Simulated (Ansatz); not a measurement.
# MgF2: the cost of one run

Program: Ansatz 0.2.0. Level of theory: DFT PBE, scalar-relativistic, plane waves, PAW. These are calculated values, not measurements.

1 further run of the same task is left out (it didn't finish).

**1. The structure to begin with**

The structure is tetragonal, space group P4_2/mnm (No. 136). The conventional cell has a = 4.698 Å, b = 4.698 Å, c = 3.093 Å, α = 90.00°, β = 90.00°, γ = 90.00°. Mg (site symmetry mmm) has 6 F at 2.02 Å as nearest neighbours. F (site symmetry m2m) has 3 Mg at 2.02 Å as nearest neighbours.

Structure file:

```xyz
6
Lattice="4.6976 0.0000 0.0000 0.0000 4.6976 0.0000 0.0000 0.0000 3.0931" Properties=species:S:1:pos:R:3 pbc="T T T"
Mg    0.0000    0.0000    0.0000
Mg    2.3488    2.3488    1.5465
F     1.4260    1.4260    0.0000
F     0.9228    3.7748    1.5465
F     3.2716    3.2716    0.0000
F     3.7748    0.9228    1.5465
```

It is the result of an earlier relaxation at this level (volume 11.38 Å³/atom; gap on the mesh: 6.84 eV).

**2. Optical spectrum**

Input file input.yaml:

```yaml
crystal:
  lattice:
    - [4.6975999793, 0.0, 0.0]
    - [0.0, 4.6975999793, 0.0]
    - [0.0, 0.0, 3.0930660524]
  atoms:
    - { symbol: Mg, position: [0.0, 0.0, 0.0] }
    - { symbol: Mg, position: [0.5, 0.5, 0.5] }
    - { symbol: F, position: [0.3035644564, 0.3035644564, 0.0] }
    - { symbol: F, position: [0.1964355436, 0.8035644564, 0.5] }
    - { symbol: F, position: [0.6964355436, 0.6964355436, 0.0] }
    - { symbol: F, position: [0.8035644564, 0.1964355436, 0.5] }
basis:
  ecutwfc: 420
kpoints:
  mp_grid: { grid: [6, 6, 8] }
hamiltonian:
  xc: pbe
scf:
  occupations: { method: gaussian, width: 0.02 }
  n_extra_bands: 24
output:
  forces: false
  stress: false
  eigenvalues: true
  optics: { e_range: [0, 14], sigma: 0.1, nscf_kmesh: { grid: [9, 9, 12] } }
checkpoint:
  read: start.run
  write: ck
  compress: false
  write_wavefunctions: false
  write_every: 100000
```

Launch:

```
$ ansatz run input.yaml --threads 1 --pin off --max-ram 2560MiB --backend cpu --events-out ev --progress --plain --runs-dir out
```

Q: Estimate wall time and peak memory on 1 thread of Intel Xeon 6975P-C (Granite Rapids), shared host.

About 45 s, with a peak of 1.5 GiB.
